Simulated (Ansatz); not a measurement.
# Levels at Γ against strain in AgCl

```yaml
crystal:
  lattice:
    - [1.87091, -5.55660, 0.00000]
    - [1.87091, 5.55660, 0.00000]
    - [0.00000, 0.00000, 3.92404]
  atoms:
    - { symbol: Ag, position: [0.39656, 0.60344, 0.75000] }
    - { symbol: Ag, position: [0.60344, 0.39656, 0.25000] }
    - { symbol: Cl, position: [0.86545, 0.13455, 0.25000] }
    - { symbol: Cl, position: [0.13455, 0.86545, 0.75000] }
```

Atoms are numbered in the order listed.

Structure from Materials Project entry mp-570858 (possibly hypothetical), not relaxed further.

Computed with Ansatz 0.2.0, DFT, PBE, all-electron LAPW, scalar-relativistic.

Settings: a Γ-centred 9×9×8 k mesh, Fermi–Dirac smearing of 0.03 eV, basis error target 1 meV/atom, no spin polarisation.

The strain is applied along the Cartesian axes of the cell as listed (the other components stay zero). Fractional coordinates are held (clamped ions).

The valence-band top of this crystal doesn't lie at Γ but 1.50 eV above the top filled level there.

Only quantities that a quadratic follows smoothly over the whole series are listed; rougher ones are left out.

```tsv
εzz	direct gap at Γ (eV)
-0.0300	2.089
-0.0200	2.045
0.0000	1.959
0.0100	1.918
0.0200	1.878
0.0300	1.839
```

Task: Fit the series and give the slopes at zero strain.

Result: Least-squares fits y = p0 + p1 x + p2 x² to the rows give direct gap at Γ (eV): p1 = -4.17, p2 = 5.5.

Task: One run, at εzz = -0.0100, is withheld. Predict its row.

Result: The fits give 2.001; the run gave 2.002.
